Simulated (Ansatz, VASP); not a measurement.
## Ti in VASP and in Ansatz

File INCAR:

```
  PREC = Accurate
  ENCUT = 520
  EDIFF = 1E-6
  ISMEAR = 0
  SIGMA = 0.1
  LREAL = False
  LASPH = True
  NELM = 100
  ALGO = Normal
  ISIF = 2
  LWAVE = False
  LCHARG = False
  GGA = PS
  NBANDS = 25
```

File KPOINTS:

```
regular mesh
0
Gamma
  6 6 6
```

File POSCAR:

```
Ti
1.0
    4.5673748306      0.0000000000      0.0000000000
   -2.2836874153      3.9554626319      0.0000000000
    0.0000000000      0.0000000000      2.8262442700
Ti
3
Direct
    0.0000000000      0.0000000000      0.0000000000
    0.3333333300      0.6666666700      0.5000000000
    0.6666666700      0.3333333300      0.5000000000
```

Input for Ansatz:

```yaml
crystal:
  lattice:
    - [4.5673748306, 0.0, 0.0]
    - [-2.2836874153, 3.9554626319, 0.0]
    - [0.0, 0.0, 2.82624427]
  atoms:
    - { symbol: Ti, position: [0.0, 0.0, 0.0] }
    - { symbol: Ti, position: [0.33333333, 0.66666667, 0.5] }
    - { symbol: Ti, position: [0.66666667, 0.33333333, 0.5] }
basis:
  ecutwfc: 420
kpoints:
  mp_grid: { grid: [6, 6, 6] }
hamiltonian:
  xc: pbesol
scf:
  occupations: { method: gaussian, width: 0.1 }
output:
  forces: true
  stress: true
  eigenvalues: true
```

This isn't the form of Ti at room conditions, which is hcp.

Alike in both runs: task single point; functional PBEsol; k mesh 6 × 6 × 6; occupations gaussian, width 0.1 eV; no spin polarisation.

|  | VASP | Ansatz |
| --- | --- | --- |
| version | VASP 6.6.1 | Ansatz 0.2.0 |
| potentials or method | VASP PAW PBE potentials, release 64 (Ti_sv) | scalar-relativistic, plane waves, PAW |
| plane-wave cutoff (eV) | 520 | 420 |
| valence electrons in the cell | 36 | 36 |

```csv
,VASP,Ansatz,Ansatz less VASP
gap on the k mesh at the Fermi level (eV),none,none,-
pressure (GPa),-3.8,-3.6,+0.19
largest component of the traceless stress (GPa),0.09,0.08,-0.013
```

A gap of «none» marks a metal or a gap that the smearing closes.

Caveats: the k mesh is coarse (spacing up to 0.37 Å⁻¹), so the values aren't converged; the PAW data sets were made with another functional, which shifts forces and pressure a little (VASP).
